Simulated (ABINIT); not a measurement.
# SiC (F-43m): G0W0 with ABINIT, start to end, part 2 of 3

Aim: the G0W0 gap of SiC (F-43m) on LDA, step by step.

ABINIT 10.8.3; LDA and many-body steps on it, plane waves. Known limits of the many-body steps: not at the basis limit.

So far. Step 2 (Ground state): The gap is indirect, with the least direct gap 3.20 eV higher.

## (3) Bands along the symmetry lines

Level of this step: DFT, LDA, plane waves, norm-conserving pseudopotentials (ABINIT).

Levels along a band path, at the cheap level, show where the edges lie and whether the meshes to come will hold them.

Contents of run.abi:

```
acell 3*1.0 Angstrom
rprim 
  -0.000000000000 2.179000000000 2.179000000000
  2.179000000000 -0.000000000000 2.179000000000
  2.179000000000 2.179000000000 -0.000000000000
ntypat 2
znucl 14 6
natom 2
typat 1 2
xred 
  0.000000000000 0.000000000000 0.000000000000
  0.250000000000 0.250000000000 0.250000000000
pp_dirpath "pseudos"
pseudos "Si.upf, C.upf"
ecut 37
iscf -2
irdden 1
kptopt 0
nkpt 50
kpt 
  0.00000000 0.00000000 0.00000000
  -0.06250000 -0.06250000 0.00000000
  -0.12500000 -0.12500000 0.00000000
  -0.18750000 -0.18750000 0.00000000
  -0.25000000 -0.25000000 0.00000000
  -0.31250000 -0.31250000 0.00000000
  -0.37500000 -0.37500000 0.00000000
  -0.43750000 -0.43750000 0.00000000
  -0.50000000 -0.50000000 0.00000000
  -0.48437500 -0.48437500 0.03125000
  -0.46875000 -0.46875000 0.06250000
  -0.45312500 -0.45312500 0.09375000
  -0.43750000 -0.43750000 0.12500000
  -0.42187500 -0.42187500 0.15625000
  -0.40625000 -0.40625000 0.18750000
  -0.39062500 -0.39062500 0.21875000
  -0.37500000 -0.37500000 0.25000000
  -0.37500000 0.00000000 0.37500000
  -0.32812500 0.00000000 0.32812500
  -0.28125000 0.00000000 0.28125000
  -0.23437500 0.00000000 0.23437500
  -0.18750000 0.00000000 0.18750000
  -0.14062500 0.00000000 0.14062500
  -0.09375000 0.00000000 0.09375000
  -0.04687500 0.00000000 0.04687500
  0.00000000 0.00000000 0.00000000
  0.00000000 0.00000000 0.06250000
  0.00000000 0.00000000 0.12500000
  0.00000000 0.00000000 0.18750000
  0.00000000 0.00000000 0.25000000
  0.00000000 0.00000000 0.31250000
  0.00000000 0.00000000 0.37500000
  0.00000000 0.00000000 0.43750000
  0.00000000 0.00000000 0.50000000
  -0.06250000 -0.03125000 0.46875000
  -0.12500000 -0.06250000 0.43750000
  -0.18750000 -0.09375000 0.40625000
  -0.25000000 -0.12500000 0.37500000
  -0.31250000 -0.15625000 0.34375000
  -0.37500000 -0.18750000 0.31250000
  -0.43750000 -0.21875000 0.28125000
  -0.50000000 -0.25000000 0.25000000
  -0.50000000 -0.28125000 0.21875000
  -0.50000000 -0.31250000 0.18750000
  -0.50000000 -0.34375000 0.15625000
  -0.50000000 -0.37500000 0.12500000
  -0.50000000 -0.40625000 0.09375000
  -0.50000000 -0.43750000 0.06250000
  -0.50000000 -0.46875000 0.03125000
  -0.50000000 -0.50000000 0.00000000
istwfk *1
nband 14
nbdbuf 5
tolwfr 1e-07
nstep 50
prtwf 0
prtvol 0
indata_prefix "in"
outdata_prefix "out"
tmpdata_prefix "tmp"
```

Command:

```console
> OMP_NUM_THREADS=1 mpirun -n 8 abinit run.abi > log
```

Numbers of over 12 decimals in the logs are rounded to 6 here.

What it wrote:

```text
.Version 10.8.3 of ABINIT. v10.8.2 released Aug 2026.

 Symmetries : space group F-4 3 m (#216); Bravais cF (face-center cubic)
[... echo of the input left out ...]
== DATASET  1 ==================================================================
-   mpi_nproc: 8, omp_nthreads: 1 (-1 if OMP is not activated)

--- !DatasetInfo
iteration_state: {dtset: 1, }
dimensions: {natom: 2, nkpt: 50, mband: 14, nsppol: 1, nspinor: 1, nspden: 1, mpw: 1524, }
cutoff_energies: {ecut:  37.0, pawecutdg:  -1.0, }
electrons: {nelect:   8.00000000E+00, charge:   0.00000000E+00, occopt:   1.00000000E+00, tsmear:   1.00000000E-02, }

 Real(R)+Recip(G) space primitive vectors, cartesian coordinates (Bohr,Bohr^-1):
 R(1)=  0.0000000  4.1177132  4.1177132  G(1)= -0.1214266  0.1214266  0.1214266
 R(2)=  4.1177132  0.0000000  4.1177132  G(2)=  0.1214266 -0.1214266  0.1214266
 R(3)=  4.1177132  4.1177132  0.0000000  G(3)=  0.1214266  0.1214266 -0.1214266
 Unit cell volume ucvol=  1.3963629E+02 bohr^3
 Angles (23,13,12)=  6.00000000E+01  6.00000000E+01  6.00000000E+01 degrees

 getcut: wavevector=  0.0000  0.0000  0.0000  ngfft=  32  32  32
         ecut(hartree)=     37.000   => boxcut(ratio)=   2.00684

--- Pseudopotential description ------------------------------------------------
- Si Generated using ONCVPSP code by D. R. Hamann
- 14.00000   4.00000  180309                  znucl, zion, pspdat
12 -1012 2 -1 1510                            pspcod,pspxc,lmax,lloc,mmax
     nproj     2     2     2
  pspatm : epsatm=    6.67003958
         --- l  ekb(1:nproj) -->
             0    5.565958    0.856966
             1    2.726111    0.629828
             2   -2.124804   -0.444604
 pspatm: atomic psp has been read  and splines computed

- C Generated using ONCVPSP code by D. R. Hamann
-  6.00000   4.00000  180309                  znucl, zion, pspdat
12 -1012 1 -1 1234                            pspcod,pspxc,lmax,lloc,mmax
     nproj     2     2     0
  pspatm : epsatm=    4.35103003
         --- l  ekb(1:nproj) -->
[...]
pspatm: atomic psp has been read  and splines computed

--------------------------------------------------------------------------------

================================================================================
 prteigrs : about to open file out_EIG
 Non-SCF case, kpt    1 (  0.00000  0.00000  0.00000), residuals and eigenvalues=
  1.93E-08  3.84E-08  9.35E-08  9.70E-08  6.80E-08  8.15E-08  2.37E-08  3.50E-08
  7.40E-08  7.39E-08  5.46E-08  9.36E-08  5.51E-08  1.32E-07
 -3.0203E-01  2.6116E-01  2.6116E-01  2.6116E-01  4.9215E-01  5.2586E-01
  5.2586E-01  5.2586E-01  7.9394E-01  7.9394E-01  8.5407E-01  8.9159E-01
  8.9159E-01  8.9159E-01
 Non-SCF case, kpt    2 ( -0.06250 -0.06250  0.00000), residuals and eigenvalues=
  7.60E-09  3.40E-08  3.88E-08  3.96E-08  2.56E-08  1.05E-08  6.87E-08  9.18E-08
[...]
8.9912E-01  9.3068E-01
 Non-SCF case, kpt    3 ( -0.12500 -0.12500  0.00000), residuals and eigenvalues=
  5.01E-08  9.30E-08  4.82E-08  2.33E-08  3.38E-08  5.30E-08  4.80E-08  3.60E-08
[...]
9.2167E-01  9.7672E-01
[...]
Non-SCF case, kpt   49 ( -0.50000 -0.46875  0.03125), residuals and eigenvalues=
[...]
1.0998E+00  1.1883E+00
 Non-SCF case, kpt   50 ( -0.50000 -0.50000  0.00000), residuals and eigenvalues=
[...]
1.0881E+00  1.1833E+00

--- !ResultsGS
iteration_state: {dtset: 1, }
comment   : Summary of ground state results
lattice_vectors:
- [ -0.0000000,   4.1177132,   4.1177132, ]
- [  4.1177132,  -0.0000000,   4.1177132, ]
- [  4.1177132,   4.1177132,  -0.0000000, ]
lattice_lengths: [   5.82333,    5.82333,    5.82333, ]
lattice_angles: [ 60.000,  60.000,  60.000, ] # degrees, (23, 13, 12)
lattice_volume:   1.3963629E+02
convergence: {deltae:  0.000E+00, res2:  0.000E+00, residm:  9.998E-08, diffor:  0.000E+00, }
etotal    :  -1.03163765E+01
entropy   :   0.00000000E+00
fermie    :   2.61161438E-01
cartesian_stress_tensor: null
pressure_GPa: null
xred      :
- [  0.0000E+00,   0.0000E+00,   0.0000E+00, Si]
- [  2.5000E-01,   2.5000E-01,   2.5000E-01,  C]
cartesian_forces: null
force_length_stats: {min: null, max: null, mean: null, }

 Integrated electronic density in atomic spheres:
 ------------------------------------------------
 Atom  Sphere_radius  Integrated_density
[...]
================================================================================

 ----iterations are completed or convergence reached----

 Mean square residual over all n,k,spin=   42.783E-09; max=  99.981E-09
 reduced coordinates (array xred) for    2 atoms
       0.000000000000      0.000000000000      0.000000000000
       0.250000000000      0.250000000000      0.250000000000

 cartesian coordinates (angstrom) at end:
    1      0.000000     0.000000     0.000000
    2      1.089500     1.089500     1.089500
 length scales=  1.889726125908  1.889726125908  1.889726125908 bohr
              =  1.000000000000  1.000000000000  1.000000000000 angstroms
 prteigrs : about to open file out_EIG
 Eigenvalues (hartree) for nkpt=  50  k points:
 kpt#   1, nband= 14, wtk=  1.00000, kpt=  0.0000  0.0000  0.0000 (reduced coord)
[...]
kpt#   2, nband= 14, wtk=  1.00000, kpt= -0.0625 -0.0625  0.0000 (reduced coord)
[...]
kpt#   3, nband= 14, wtk=  1.00000, kpt= -0.1250 -0.1250  0.0000 (reduced coord)
[...]
kpt#  49, nband= 14, wtk=  1.00000, kpt= -0.5000 -0.4687  0.0313 (reduced coord)
  -0.11426   -0.02566    0.14067    0.14099    0.31483    0.41996    0.76326    0.76909
   0.79276    0.98112    1.06342    1.08585    1.09977    1.18829
 kpt#  50, nband= 14, wtk=  1.00000, kpt= -0.5000 -0.5000  0.0000 (reduced coord)
  -0.11457   -0.02641    0.14361    0.14361    0.30993    0.41552    0.76885    0.76885
   0.79575    0.99229    1.07347    1.07347    1.08815    1.18327

== END DATASET(S) ==============================================================
================================================================================

 -outvars: echo values of variables after computation  --------
            nband          14
             nkpt          50
          spgroup         216
 [... the other variables as echoed above ...]

 Calculation completed.
```

Wall time 2.5 s (8 MPI ranks of Arm Neoverse V2, shared host); peak memory 0.07 GiB.

Numbers from this step:

```yaml
gap: 1.327 eV
k_of_the_valence_top: 0, 0, 0
k_of_the_conduction_bottom: -0.5, -0.5, 0
least_direct_gap: 4.526 eV
```

The gap is 1.327 eV, as in the run before at this level.

The electronic bands at the labelled points (eV, zero at the top of the highest filled band; v1 is the highest filled band, c1 the lowest empty one):

| point | v4 | v3 | v2 | v1 | c1 | c2 | c3 | c4 |
| --- | --- | --- | --- | --- | --- | --- | --- | --- |
| Γ | -15.33 | 0.00 | 0.00 | 0.00 | 6.29 | 7.20 | 7.20 | 7.20 |
| halfway | -13.72 | -3.30 | -1.94 | -1.94 | 3.98 | 6.26 | 10.45 | 10.45 |
| X | -10.22 | -7.83 | -3.20 | -3.20 | 1.33 | 4.20 | 13.81 | 13.81 |
| halfway | -10.17 | -7.67 | -4.25 | -3.05 | 2.06 | 5.19 | 13.16 | 13.38 |
| U | -10.22 | -7.29 | -5.57 | -2.61 | 3.05 | 7.66 | 11.71 | 12.30 |
| jump to K | -10.22 | -7.29 | -5.57 | -2.61 | 3.05 | 7.66 | 11.71 | 12.30 |
| halfway | -13.54 | -4.44 | -2.95 | -0.54 | 6.68 | 7.79 | 8.15 | 8.94 |
| Γ | -15.33 | 0.00 | 0.00 | 0.00 | 6.29 | 7.20 | 7.20 | 7.20 |
| halfway | -14.12 | -4.28 | -0.61 | -0.61 | 5.94 | 7.81 | 7.81 | 9.26 |
| L | -11.71 | -8.56 | -1.06 | -1.06 | 5.39 | 7.15 | 7.15 | 9.93 |
| halfway | -11.05 | -7.85 | -3.72 | -2.27 | 5.18 | 7.21 | 10.04 | 10.87 |
| W | -9.98 | -7.04 | -5.02 | -4.71 | 5.15 | 9.33 | 9.37 | 9.64 |
| halfway | -10.11 | -7.52 | -4.09 | -4.06 | 3.02 | 5.89 | 11.82 | 13.13 |
| X | -10.22 | -7.83 | -3.20 | -3.20 | 1.33 | 4.20 | 13.81 | 13.81 |

The electronic bands as a text plot (rows in eV, shown from -8.0 to 7.3 only):

```
    7.0 |+++++           +       ++++++++       ++++ ++
    6.4 |++++ ++                +    +++++++        +
    5.7 |               +     ++            +++++ ++++       +
    5.1 |    +  ++     +    ++                   +    ++++++  +
    4.5 |         +++++                                     +  ++
    3.8 |     ++           +
    3.2 |       ++        +                                  +
    2.5 |               ++                                    +
    1.9 |         +    +                                       +
    1.3 |          ++++                                         +
    0.6 |
    0.0 |**                      **********
   -0.7 |  **                   *  ***  *  *****
   -1.3 |  ***              ****         **     *****
   -1.9 |    ***           *     ****               **
   -2.6 |       ***      **                *         **
   -3.2 |     **   ******       ***                    *       **
   -3.8 |                     **                      * *    **
   -4.5 |       **     **       *           *          * ****
   -5.1 |                *  **                          ****
   -5.8 |         *       **  **             **
   -6.4 |                   **
   -7.0 |          **     **                   *        *****
   -7.7 |            *****                            **     ****
         Γ           X  U|K            Γ         L        W     X
```

## (4) Empty states on the mesh, 6×6×6 mesh, 111 bands

The sums over transitions need many empty states on a uniform mesh; this step solves for them.

Contents of run.abi:

```
acell 3*1.0 Angstrom
rprim 
  -0.000000000000 2.179000000000 2.179000000000
  2.179000000000 -0.000000000000 2.179000000000
  2.179000000000 2.179000000000 -0.000000000000
ntypat 2
znucl 14 6
natom 2
typat 1 2
xred 
  0.000000000000 0.000000000000 0.000000000000
  0.250000000000 0.250000000000 0.250000000000
pp_dirpath "pseudos"
pseudos "Si.upf, C.upf"
ecut 37
ngkpt 6 6 6
nshiftk 1
shiftk 0 0 0
kptopt 1
chksymbreak 0
irdden 1
istwfk *1
nband 111
prtvol 0
optdriver 6
gwr_task "HDIAGO"
paral_kgb 0
occopt 1
indata_prefix "in"
outdata_prefix "out"
tmpdata_prefix "tmp"
```

What it wrote:

```text
[banner, memory and clock lines left out]
.Version 10.8.3 of ABINIT. v10.8.2 released Aug 2026.

 Symmetries : space group F-4 3 m (#216); Bravais cF (face-center cubic)
[... echo of the input left out ...]
== DATASET  1 ==================================================================
-   mpi_nproc: 8, omp_nthreads: 1 (-1 if OMP is not activated)

--- !DatasetInfo
iteration_state: {dtset: 1, }
dimensions: {natom: 2, nkpt: 16, mband: 111, nsppol: 1, nspinor: 1, nspden: 1, mpw: 1524, }
cutoff_energies: {ecut:  37.0, pawecutdg:  -1.0, }
electrons: {nelect:   8.00000000E+00, charge:   0.00000000E+00, occopt:   1.00000000E+00, tsmear:   1.00000000E-02, }

.Using double precision arithmetic; gwpc =  8

- Reading GS density from: in_DEN

--- Pseudopotential description ------------------------------------------------
- Si Generated using ONCVPSP code by D. R. Hamann
- 14.00000   4.00000  180309                  znucl, zion, pspdat
12 -1012 2 -1 1510                            pspcod,pspxc,lmax,lloc,mmax
     nproj     2     2     2
  pspatm : epsatm=    6.67003958
         --- l  ekb(1:nproj) -->
             0    5.565958    0.856966
             1    2.726111    0.629828
             2   -2.124804   -0.444604
 pspatm: atomic psp has been read  and splines computed

- C Generated using ONCVPSP code by D. R. Hamann
-  6.00000   4.00000  180309                  znucl, zion, pspdat
12 -1012 1 -1 1234                            pspcod,pspxc,lmax,lloc,mmax
     nproj     2     2     0
  pspatm : epsatm=    4.35103003
         --- l  ekb(1:nproj) -->
             0    6.431505    0.400560
             1   -4.185684   -0.892924
 pspatm: atomic psp has been read  and splines computed

   8.81685569E+01                                ecore*ucvol(ha*bohr**3)

 Total charge density [el/Bohr^3]
)     Maximum=    2.7934E-01  at reduced coord.    0.2188    0.2188    0.3750
)     Minimum=    1.1241E-03  at reduced coord.    0.0000    0.0000    0.0000
   Integrated=    8.0000E+00

 === KS gaps after direct diagonalization ===
 Indirect band gap semiconductor
 Fundamental gap:     1.327 (eV)
   VBM:     7.107 (eV) at k: [ 0.0000E+00,  0.0000E+00,  0.0000E+00]
   CBM:     8.434 (eV) at k: [ 5.0000E-01,  5.0000E-01,  0.0000E+00]
 Direct gap:         4.526 (eV) at k: [ 5.0000E-01,  5.0000E-01,  0.0000E+00]

== END DATASET(S) ==============================================================

 -outvars: echo values of variables after computation  --------
           etotal      0.0000000000E+00
            nband         111
             nkpt          16
          spgroup         216
 [... the other variables as echoed above ...]

 Calculation completed.
```

Wall time 7.2 s (8 MPI ranks); peak memory 1.5 GiB.

Numbers from this step:

* gap: 1.327 eV
* k of the valence top: 0, 0, 0
* k of the conduction bottom: 0.5, 0.5, 0
* least direct gap: 4.526 eV
* k points computed: 16
* lowest point of the top converged band, above the valence top: 143.6177 eV

On this mesh the gap is 1.327 eV.

## (5) Screening, 6×6×6 mesh, 103 bands, screening to 244.9 eV

The RPA dielectric matrix is built and inverted for each q.

This step: RPA screening on LDA, plane waves, norm-conserving pseudopotentials.

Changes to run.abi since step 4:

```diff
@@ -20,10 +20,11 @@
 chksymbreak 0
-irdden 1
 istwfk *1
-nband 111
-prtvol 0
-optdriver 6
-gwr_task "HDIAGO"
-paral_kgb 0
 occopt 1
+irdwfk 1
+optdriver 3
+nband 103
+ecuteps 9
+inclvkb 2
+awtr 1
+symchi 1
 indata_prefix "in"
```

What it wrote:

```text
.Version 10.8.3 of ABINIT. v10.8.2 released Aug 2026.

 Symmetries : space group F-4 3 m (#216); Bravais cF (face-center cubic)
[... echo of the input left out ...]
== DATASET  1 ==================================================================
-   mpi_nproc: 8, omp_nthreads: 1 (-1 if OMP is not activated)

--- !DatasetInfo
iteration_state: {dtset: 1, }
dimensions: {natom: 2, nkpt: 16, mband: 103, nsppol: 1, nspinor: 1, nspden: 1, mpw: 1524, }
cutoff_energies: {ecut:  37.0, pawecutdg:  -1.0, }
electrons: {nelect:   8.00000000E+00, charge:   0.00000000E+00, occopt:   1.00000000E+00, tsmear:   1.00000000E-02, }

 SCREENING: Calculation of the susceptibility and dielectric matrices

 Based on a program developped by R.W. Godby, V. Olevano, G. Onida, and L. Reining.
 Incorporated in ABINIT by V. Olevano, G.-M. Rignanese, and M. Torrent.
.Using double precision arithmetic ; gwpc =  8

[... cell and pseudopotentials left out ...]
--------------------------------------------------------------------------------

 ==== K-mesh for the wavefunctions ====
 Number of points in the irreducible wedge :    16
[... list of points left out ...]
 Together with 24 symmetry operations and time-reversal symmetry
 yields   216 points in the full Brillouin Zone.

 ==== Q-mesh for the screening function ====
 Number of points in the irreducible wedge :    16
[... list of points left out ...]
 Together with 24 symmetry operations and time-reversal symmetry
 yields   216 points in the full Brillouin Zone.

 setmesh: FFT mesh size selected  =    24x   24x   24
          total number of points  =        13824

 vcoul_init : cutoff-mode = AUXILIARY_FUNCTION
 q-points for optical limit:   1
     1)      0.000010    0.000020    0.000030

- screening: taking advantage of time-reversal symmetry
- Maximum band index for partially occupied states nbvw = 4
- Remaining bands to be divided among processors   nbcw = 99
- Number of bands treated by each node ~12

 Number of electrons calculated from density =    8.0000; Expected =    8.0000
 average of density, n =  0.057292
 r_s =    1.6092
 omega_plasma =   23.0888 [eV]

 calculating chi0 at frequencies [eV] :
  1    0.000000E+00    0.000000E+00
  2    0.000000E+00    2.308880E+01

--------------------------------------------------------------------------------
  q-point number  1        q = ( 0.000000, 0.000000, 0.000000) [r.l.u.]
--------------------------------------------------------------------------------
[... chi0 elements left out ...]
 For q-point:  0.000010 0.000020 0.000030
  dielectric constant =   7.1947
  dielectric constant without local fields =   7.8569

  Average fulfillment of the sum rule on Im[epsilon] for q-point    1 :     91.66  [%]
[... wings left out ...]
  q-point number  2        q = ( 0.166667, 0.000000, 0.000000) [r.l.u.]
--------------------------------------------------------------------------------
[... chi0 elements left out ...]
  Average fulfillment of the sum rule on Im[epsilon] for q-point    2 :     96.03  [%]

 [... 14 further q-points ...]
```

It took 19 s on 8 MPI ranks; peak memory 1.1 GiB.

This step gave:

| Quantity | Value |
| --- | --- |
| ε∞ with local fields, on this mesh, along the program's q direction | 7.195 |
| the same without local fields | 7.857 |
| plasma frequency | 23.09 eV |
| plane waves in the screening matrix | 169 |

Local fields lower ε∞ by 8 %.

[end of part 2 of 3]

[Paths, hosts, dates, memory and timing lines, banners, echoed tables and standing remarks are left out of the program output.]

[Logs are printed without paths, hosts, clocks, repeated set-up lines and the standing remarks that a program may print on its own settings, such as how far it seeks lower states.]

[Runs of the session that timed out or met a known fault of the program may be left out.]

[Hosts, paths, dates, database ids (printed as entryN), source tags and the programs' standing remarks are cut or masked in the printed files.]

[G0W0 gaps are taken among the corrected bands and points alone; a level outside them can change the order at an edge.]

[Where Ansatz stands beside ABINIT at settings called matched, ABINIT's density can come from a denser mesh and the files from another edition; pairs whose starting gaps differed by over 0.03 eV were left out, so agreement reads better than it is.]
